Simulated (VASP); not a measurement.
Input:

```yaml
crystal:
  lattice:
    - [4.47378, 0.00000, 0.00000]
    - [0.00000, 4.47378, 0.00000]
    - [0.00000, 0.00000, 3.11242]
  atoms:
    - { symbol: Ru, position: [0.00000, 0.00000, 0.00000] }
    - { symbol: Ru, position: [0.50000, 0.50000, 0.50000] }
    - { symbol: O, position: [0.30531, 0.30531, 0.00000] }
    - { symbol: O, position: [0.80531, 0.19469, 0.50000] }
    - { symbol: O, position: [0.19469, 0.80531, 0.50000] }
    - { symbol: O, position: [0.69469, 0.69469, 0.00000] }
```

Level of theory: SCAN meta-GGA, VASP's PBE PAW potentials (set 64) (plane waves; VASP 6.6.1). Run with 520 eV cut-off, 8×8×11 Γ-centred mesh, tetrahedra with Blöchl corrections, potentials Ru_pv O.

Predict the energy per atom (σ→0), band gap (over mesh and band path) with the smallest direct gap where there is one.

```
Quantity                                                              Result
----------------------------------  ----------------------------------------
band gap (over mesh and band path)  none (metal, semimetal or under 0.01 eV)
energy per atom (σ→0)                                        -16.977 eV/atom
```

Only differences to runs with the same potentials and settings are physical.

The compound is RuO2 in the rutile structure. It was relaxed first.
